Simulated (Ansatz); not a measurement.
Runs of Ansatz 0.2.0 on Sn. The structure is tetragonal, space group I4_1/amd (No. 141). Conventional cell: a = 5.880 Å, b = 5.880 Å, c = 3.199 Å, α = 90.00°, β = 90.00°, γ = 90.00°. Around Sn (site symmetry -4m2) lie 6 Sn at 3.05 to 3.20 Å. 

```csv
task,level,spin,cell,k mesh,cutoff (eV),points for each segment of the path,mesh quality,gap on the mesh (eV),pressure (GPa),relaxed volume (Å³/atom)
single point,HF,off,as given,5 × 5 × 5,420,-,coarse,none,3.1,-
relaxation of cell and atoms,HF,off,relaxed,5 × 5 × 5,420,-,coarse,none,0.0,29.03
single point,r2SCAN0,off,as given,5 × 5 × 5,500,-,coarse,none,-1.1,-
band structure,r2SCAN,"SOC, no magnetisation",as given,7 × 7 × 7,500,14,not flagged,none,-0.4,-
relaxation of cell and atoms,HSEsol,off,relaxed,5 × 5 × 5,420,-,coarse,none,0.0,(a)
relaxation of cell and atoms,PBEsol+D4,off,relaxed,9 × 9 × 9,420,-,not flagged,-,0.0,26.20
relaxation of cell and atoms,PBE0,off,relaxed,5 × 5 × 5,420,-,coarse,none,0.0,27.37
single point,r2SCAN50,off,as given,5 × 5 × 5,500,-,coarse,none,(b),-
```

Alike in all rows: potentials or basis Ansatz PAW; smearing fermi-dirac 0.05 eV.

**Question.** Fill in the values left out.

**Answer.** (a) 26.61; (b) -2.4.

Caveats: some runs use coarse meshes; the PAW data sets come from PBE, with cores solved anew for the run's functional, which leaves a small shift of forces and pressure; the plane-wave basis is chosen anew once the cell has moved, so the energies of steps on either side of that aren't comparable (some runs); the thresholds are loose for stress (some runs).

A k mesh can miss the band edges, and rows without SOC leave out spin-orbit coupling on Sn.

A gap of «none» marks a metal or a gap under the smearing width.

Runs at the PBE level aren't shown here.
